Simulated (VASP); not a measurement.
Set up this calculation in VASP 6.6.1, as the native input.

```yaml
Task: relaxation of cell and atoms
Functional: PBEsol
Potentials_or_basis: VASP PAW PBE potentials, release 64 (B, P)
Cutoff: 600 eV
k_mesh: 4 × 4 × 4
Occupations: gaussian, width 0.02 eV
Spin: no spin polarisation
Further_INCAR_settings: ALGO = Normal; EDIFF = 1e-07; IBRION = 2; EDIFFG = -0.005; NSW = 90; ISIF = 3
```

The structure of BP lies in POSCAR:

```
BP
1.0
    0.0000000000      2.2660723800      2.2660723800
    2.2660723800      0.0000000000      2.2660723800
    2.2660723800      2.2660723800      0.0000000000
B P
1 1
Direct
    0.0000000000      0.0000000000      0.0000000000
    0.7500000000      0.7500000000      0.7500000000
```

The cell is a database's computed one.

The input as run:

INCAR

```
ALGO = Normal ; EDIFF = 1E-7
EDIFFG = -0.005 ; ENCUT = 600
GGA = PS ; IBRION = 2
ISIF = 3 ; ISMEAR = 0
LASPH = True ; LCHARG = False
LREAL = False ; LWAVE = False
NELM = 100 ; NSW = 90
PREC = Accurate ; SIGMA = 0.02
```

KPOINTS

```
k-points
0
Gamma
  4 4 4
```

Potentials or basis: VASP PAW PBE potentials, release 64 (B, P).

Launch:

```console
$ cat potpaw_PBE.64/B/POTCAR potpaw_PBE.64/P/POTCAR > POTCAR
$ mpirun -np 1 vasp_std > vasp.out
```

It gave:

- Relaxed volume: 11.63 Å³/atom
- Relaxed cell: a = 3.204 Å, b = 3.204 Å, c = 3.204 Å, α = 60.00°, β = 60.00°, γ = 60.00°
- Space group after relaxing (to 0.05 Å): F-43m (No. 216)
- Energy gained by relaxing: 0.0 meV/atom
- Ionic steps: 3
- Pressure after relaxing: 0.0 GPa
- Band gap on the k mesh: 1.19 eV, indirect (least direct gap 3.34 eV)

Caveat: the k mesh is coarse (spacing up to 0.60 Å⁻¹), so the values aren't converged; the PAW data sets were made with another functional, which shifts forces and pressure a little.

It took 6.3 s on 1 thread of Intel(R) Xeon(R) Platinum 8488C (Sapphire Rapids), on a shared host, peak memory 0.14 GiB.
